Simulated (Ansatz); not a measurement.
We consider fluorite SrF2, described by r²SCAN (Ansatz, a first-principles code, plane waves, PAW).

Settings: plane-wave cutoff 560 eV, 10×10×10 k mesh, Fermi–Dirac smearing 0.01 eV, scalar-relativistic PAW data made under PBE.

Cell (relaxed at this level):

SrF₂ is taken in the cubic space group Fm-3m (No. 225), the fluorite structure, Pearson symbol cF12. Lattice parameters: a = 5.790 Å, b = 5.790 Å, c = 5.790 Å, α = 90.00°, β = 90.00°, γ = 90.00°. Sr on 4a is coordinated by 8 F at 2.507 Å (cubic). F on 8c sees 4 Sr at 2.507 Å (tetrahedral). (Neighbours: up to the widest gap in distance over summed covalent radii, below 1.35, at either atom; cation-cation and far metal-metal contacts left out.)
(The calculation used a cell of 3 atoms; values per cell refer to that cell.)

**Question.** What does this level give for the bulk modulus, band gap, smallest direct gap on the k points sampled and pressure derivative B′ of the bulk modulus?

**Answer.** 
- bulk modulus: 74.2 GPa
- band gap: 7.60 eV
- smallest direct gap on the k points sampled: 7.70 eV
- pressure derivative B′ of the bulk modulus: 4.6

Measured, for comparison: band gap 11.1 eV (temperature not stated, no zero-point or thermal correction; as tabulated in Aguado et al. (1999), arXiv:cond-mat/9901145); bulk modulus 69 GPa (temperature not stated, no zero-point or thermal correction; as tabulated in On the Morphology of Group II Metal Fluoride Nanocrystals at Finite Temperature …). Computed (rounded) less measured: bulk modulus +8 %. A static lattice is as a rule a little smaller and stiffer than an uncorrected measurement, which narrows the difference in the bulk modulus and would widen misses of the other sign.

Spin–orbit coupling is not included.

Computed values are for the static lattice.

Computing time: roughly 50 core-seconds.
